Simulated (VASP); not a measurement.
# NaCl (Fm-3m) in VASP: settings compared, part 2 of 2

VASP 6.6.1.

### 5 Electrostatic potential, PBE, non-collinear spin, zero start, spin-orbit coupling

This run uses another cell than the first one, of 21.42 Å³/atom, 0.976 times its volume.

Input file INCAR:

```
SYSTEM = NaCl
PREC = Accurate ; ENCUT = 520
EDIFF = 1E-6 ; ISMEAR = 0
SIGMA = 0.02 ; LREAL = .False.
LASPH = .True. ; NELM = 100
ALGO = Fast ; ISIF = 2
LWAVE = .False. ; LCHARG = .True.
MAGMOM = 0 0 0 0 0 0 ; LORBIT = 11
LSORBIT = .True. ; GGA_COMPAT = .False.
GGA = PE ; LVHAR = .True.
KPAR = 4
```

Input file KPOINTS:

```
Automatic mesh
0
Gamma
  8 8 8
  0 0 0
```

Input file POSCAR:

```
NaCl                                    
1.0
    0.0000000000      2.7771875566      2.7771875566
    2.7771875566      0.0000000000      2.7771875566
    2.7771875566      2.7771875566      0.0000000000
  Na              Cl            
     1     1
Direct
     0.0000000000000000    0.0000000000000000    0.0000000000000000
     0.5000000000000000    0.5000000000000000    0.5000000000000000
```

Potentials or basis: VASP PAW PBE potentials, release 64 (Na_pv, Cl).

Started as:

```console
cat potpaw_PBE.64/Na_pv/POTCAR potpaw_PBE.64/Cl/POTCAR > POTCAR
mpirun -np 4 vasp_ncl > vasp.out
```

OUTCAR:

```text
SYSTEM = NaCl
   PREC = Accurate
   ENCUT = 520
   EDIFF = 1E-6
   ISMEAR = 0
   LREAL = .False.
   LASPH = .True.
   NELM = 100
   ISIF = 2
   LORBIT = 11
   LSORBIT = .True.
   GGA = PE

 ion  position               nearest neighbor table
   1  0.000  0.000  0.000-
   2  0.500  0.500  0.500-

  LATTYP: Found a face centered cubic cell.
 ALAT       =     5.5543751132

  Lattice vectors:

 A1 = (   0.0000000000,   2.7771875566,   2.7771875566)
 A2 = (   2.7771875566,   0.0000000000,   2.7771875566)
 A3 = (   2.7771875566,   2.7771875566,   0.0000000000)

Analysis of symmetry for initial positions (statically):
=====================================================================
 Subroutine PRICEL returns:
 Original cell was already a primitive cell.

 Routine SETGRP: Setting up the symmetry group for a
 face centered cubic supercell.

 Subroutine GETGRP returns: Found 48 space group operations
 (whereof 48 operations were pure point group operations)
 out of a pool of 48 trial point group operations.

The static configuration has the point symmetry O_h .

Analysis of symmetry for dynamics (positions and initial velocities):
=====================================================================
 Subroutine PRICEL returns:
 Original cell was already a primitive cell.

 Routine SETGRP: Setting up the symmetry group for a
 face centered cubic supercell.

 Subroutine GETGRP returns: Found 48 space group operations
 (whereof 48 operations were pure point group operations)
 out of a pool of 48 trial point group operations.

The dynamic configuration has the point symmetry O_h .

Analysis of structural, dynamic, and magnetic symmetry:
[... 794 lines left out ...]

 POSITION                                       TOTAL-FORCE (eV/Angst)
 -----------------------------------------------------------------------------------
      0.00000      0.00000      0.00000         0.000000      0.000000      0.000000
      2.77719      2.77719      2.77719        -0.000000     -0.000000      0.000000
 -----------------------------------------------------------------------------------
    total drift:                                0.000000      0.000000      0.000000

  FREE ENERGIE OF THE ION-ELECTRON SYSTEM (eV)
  ---------------------------------------------------
  free  energy   TOTEN  =        -6.7584801351 eV

  energy  without entropy=       -6.7584801351  energy(sigma->0) =       -6.75848014

 Spin-Orbit-Coupling matrix elements

 Ion:    1  E_soc:     -0.0007337
 l=   1
     0.0000000    -0.0001223    -0.0001223
    -0.0001223     0.0000000    -0.0001223
    -0.0001223    -0.0001223     0.0000000
 l=   2
     0.0000000     0.0000000     0.0000000     0.0000000     0.0000000
     0.0000000     0.0000000     0.0000000     0.0000000     0.0000000
     0.0000000     0.0000000     0.0000000     0.0000000     0.0000000
     0.0000000     0.0000000     0.0000000     0.0000000     0.0000000
     0.0000000     0.0000000     0.0000000     0.0000000     0.0000000
 l=   3
     0.0000000     0.0000000     0.0000000     0.0000000     0.0000000     0.0000000     0.0000000
     0.0000000     0.0000000     0.0000000     0.0000000     0.0000000     0.0000000     0.0000000
     0.0000000     0.0000000     0.0000000     0.0000000     0.0000000     0.0000000     0.0000000
     0.0000000     0.0000000     0.0000000     0.0000000     0.0000000     0.0000000     0.0000000
     0.0000000     0.0000000     0.0000000     0.0000000     0.0000000     0.0000000     0.0000000
     0.0000000     0.0000000     0.0000000     0.0000000     0.0000000     0.0000000     0.0000000
     0.0000000     0.0000000     0.0000000     0.0000000     0.0000000     0.0000000     0.0000000

 Ion:    2  E_soc:     -0.0028015
 l=   1
     0.0000000    -0.0004669    -0.0004669
    -0.0004669     0.0000000    -0.0004669
    -0.0004669    -0.0004669     0.0000000
 l=   2
     0.0000000     0.0000000     0.0000000     0.0000000     0.0000000
     0.0000000     0.0000000     0.0000000     0.0000000     0.0000000
     0.0000000     0.0000000     0.0000000     0.0000000     0.0000000
     0.0000000     0.0000000     0.0000000     0.0000000     0.0000000
     0.0000000     0.0000000     0.0000000     0.0000000     0.0000000
 l=   3
     0.0000000     0.0000000     0.0000000     0.0000000     0.0000000     0.0000000     0.0000000
     0.0000000     0.0000000     0.0000000     0.0000000     0.0000000     0.0000000     0.0000000
     0.0000000     0.0000000     0.0000000     0.0000000     0.0000000     0.0000000     0.0000000
     0.0000000     0.0000000     0.0000000     0.0000000     0.0000000     0.0000000     0.0000000
     0.0000000     0.0000000     0.0000000     0.0000000     0.0000000     0.0000000     0.0000000
     0.0000000     0.0000000     0.0000000     0.0000000     0.0000000     0.0000000     0.0000000
     0.0000000     0.0000000     0.0000000     0.0000000     0.0000000     0.0000000     0.0000000

 total charge

# of ion       s       p       d       tot
------------------------------------------
    1        0.046   5.983   0.000   6.029
    2        1.588   3.596   0.000   5.184
--------------------------------------------------
tot          1.634   9.578   0.000  11.212

 magnetization (x)

# of ion       s       p       d       tot
------------------------------------------
    1        0.000   0.000   0.000   0.000
    2        0.000   0.000   0.000   0.000
--------------------------------------------------
tot          0.000   0.000   0.000   0.000

 magnetization (y)

# of ion       s       p       d       tot
------------------------------------------
    1        0.000   0.000   0.000   0.000
    2        0.000   0.000   0.000   0.000
--------------------------------------------------
tot          0.000   0.000   0.000   0.000

 magnetization (z)

# of ion       s       p       d       tot
------------------------------------------
    1        0.000   0.000   0.000   0.000
    2        0.000  -0.000   0.000  -0.000
--------------------------------------------------
tot          0.000  -0.000   0.000  -0.000
```

OSZICAR:

```text
N       E                     dE             d eps       ncg     rms          rms(c)
DAV:   1     0.137511010269E+03    0.13751E+03   -0.69041E+03  1276   0.132E+03
DAV:   2     0.662884076157E+01   -0.13088E+03   -0.12436E+03  1438   0.364E+02
DAV:   3    -0.658223402230E+01   -0.13211E+02   -0.13103E+02  1610   0.116E+02
DAV:   4    -0.693892123058E+01   -0.35669E+00   -0.35626E+00  1492   0.206E+01
DAV:   5    -0.694864616845E+01   -0.97249E-02   -0.97242E-02  1662   0.339E+00    0.218E+00
RMM:   6    -0.676337549314E+01    0.18527E+00   -0.27404E-01  1487   0.292E+00    0.156E+00
RMM:   7    -0.675411105635E+01    0.92644E-02   -0.16589E-01  1439   0.225E+00    0.114E+00
RMM:   8    -0.675869523162E+01   -0.45842E-02   -0.82400E-03  1511   0.117E+00    0.507E-01
RMM:   9    -0.675864907570E+01    0.46156E-04   -0.18852E-03  1718   0.538E-01    0.242E-01
RMM:  10    -0.675847560158E+01    0.17347E-03   -0.89453E-04  1956   0.294E-01    0.150E-01
RMM:  11    -0.675849234257E+01   -0.16741E-04   -0.24160E-04  1518   0.189E-01    0.126E-01
RMM:  12    -0.675847790987E+01    0.14433E-04   -0.55601E-05  1766   0.944E-02    0.747E-03
RMM:  13    -0.675847959411E+01   -0.16842E-05   -0.22177E-05  1931   0.505E-02    0.808E-03
RMM:  14    -0.675848013512E+01   -0.54101E-06   -0.37643E-06  1605   0.219E-02
   1 F= -.67584801E+01 E0= -.67584801E+01  d E =-.169039E-44  mag=    -0.0000    -0.0000    -0.0000
```

It took 18 s on 4 MPI ranks of Intel Xeon Platinum 8488C (Sapphire Rapids), shared host; peak memory 0.28 GiB.

Results:

```yaml
Free_energy: -6.7585 eV
Pressure: 2.1 GPa
Net_moment: 0.00 μB per cell
Valence_electrons_inside_the_program's_atomic_spheres: Na 6.03; Cl 5.18
```

Moments on the atoms (μB; x, y, z):
```
Na  0.00 0.00 0.00
Cl  0.00 0.00 0.00
```

### 6 Electrostatic potential, PBE

This run uses another cell than the first one, of 21.42 Å³/atom, 0.976 times its volume.

Edit INCAR of step 5 so:

```diff
@@ -7,4 +7,2 @@
 LWAVE = .False. ; LCHARG = .True.
-MAGMOM = 0 0 0 0 0 0 ; LORBIT = 11
-LSORBIT = .True. ; GGA_COMPAT = .False.
 GGA = PE ; LVHAR = .True.
```

KPOINTS is that of step 5.

POSCAR is that of step 5.

Potentials or basis: VASP PAW PBE potentials, release 64 (Na_pv, Cl).

Started as:

```console
cat potpaw_PBE.64/Na_pv/POTCAR potpaw_PBE.64/Cl/POTCAR > POTCAR
mpirun -np 4 vasp_std > vasp.out
```

Wall time 5 s (4 MPI ranks of Intel Xeon Platinum 8488C (Sapphire Rapids), shared host); peak memory 0.15 GiB.

It converged, with:

```yaml
Free_energy: -6.7567 eV
Pressure: 2.1 GPa
Band_gap_on_the_k_mesh: 5.29 eV, direct
```

Levels at points of the mesh, in eV from the valence-band top:
| k point | band 4 | band 5 | band 6 | band 7 | band 8 | band 9 | band 10 | band 11 |
| --- | --- | --- | --- | --- | --- | --- | --- | --- |
| (0.00, 0.00, 0.00) | -12.77 | 0.00 | 0.00 | 0.00 | 5.29 | 11.16 | 11.16 | 11.16 |
| (0.50, 0.00, 0.00) | -12.38 | -2.07 | -0.29 | -0.29 | 7.35 | 11.01 | 11.08 | 11.08 |
| (0.50, 0.50, 0.00) | -12.33 | -1.78 | -0.64 | -0.64 | 7.67 | 8.04 | 11.65 | 15.20 |

PBE gaps usually lie below the measured ones, often by a third to a half.

### 7 Overview

| task | level | spin | cell | k mesh | cutoff (eV) | grid for exact exchange (PRECFOCK) | screening parameter | gap on the mesh (eV) | pressure (GPa) |
| --- | --- | --- | --- | --- | --- | --- | --- | --- | --- |
| relaxation of cell and atoms | r2SCAN+rVV10 | off | relaxed | 8 × 8 × 8 | 600 | - | - | 6.04 | 0.0 |
| electrostatic potential | r2SCAN+rVV10 | off | Fm-3m, 21.42 Å³/atom | 8 × 8 × 8 | 520 | - | - | 6.03 | 0.0 |
| electrostatic potential | HSE06 | off | Fm-3m, 21.42 Å³/atom | 6 × 6 × 6 | 520 | Fast | 0.2 1/A | 6.69 | 1.5 |
| electrostatic potential | PBE | non-collinear, zero start, SOC | Fm-3m, 21.42 Å³/atom | 8 × 8 × 8 | 520 | - | - | - | 2.1 |
| electrostatic potential | PBE | off | Fm-3m, 21.42 Å³/atom | 8 × 8 × 8 | 520 | - | - | 5.29 | 2.1 |

Alike in all rows: potentials or basis VASP PAW PBE potentials, release 64 (Na_pv, Cl); smearing gaussian 0.02 eV.

On the cell as given the gap runs from 5.29 eV (PBE) to 6.69 eV (HSE06); the meshes differ, which moves gaps too. The pressure there spans 0.0 GPa (r2SCAN+rVV10) to 2.1 GPa (PBE); a positive pressure means that this level wants a larger cell, a negative one a smaller.

Caveats: the PAW data sets were made with another functional, which shifts forces and pressure a little (some runs).

Absolute energies hang on the potentials; compare differences alone.
